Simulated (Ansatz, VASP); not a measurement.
## AgCl (Chlorargyrite): VASP beside Ansatz

```
Ag Cl
1.0
     0.00000    2.73500    2.73500
     2.73500    0.00000    2.73500
     2.73500    2.73500    0.00000
Ag Cl
1 1
Cartesian
  0.0000 0.0000 0.0000
  2.7350 2.7350 2.7350
```

Alike in both runs: task relaxation of cell and atoms; functional PBE; k mesh 8 × 8 × 8; occupations gaussian, width 0.02 eV; no spin polarisation.

```csv
,VASP,Ansatz
version,VASP 6.6.1,Ansatz 0.2.0
potentials or method,"VASP PAW PBE potentials, release 64 (Ag, Cl)","scalar-relativistic, plane waves, PAW"
plane-wave cutoff (eV),600,420
valence electrons in the cell,18,26
```

VASP gave:

```
gap on the k mesh at the Fermi level, each at its own relaxed structure (eV) : 0.92
relaxed volume (Å³/atom)                                                     : 22.01
relaxed cell length with the largest relative difference (Å)                 : 3.964
energy change over the relaxation (meV/atom)                                 : -17
```

Problem. Estimate Ansatz's values.

Solution. gap on the k mesh at the Fermi level, each at its own relaxed structure (eV): 0.92; relaxed volume (Å³/atom): 22.08; relaxed cell length with the largest relative difference (Å): 3.967; energy change over the relaxation (meV/atom): -18.

The two sets of potentials don't hold the same shells in valence.

A k mesh can miss the band edges. Zero-point motion and thermal expansion aren't in these numbers. PBE usually gives volumes a little too large and moduli too small.
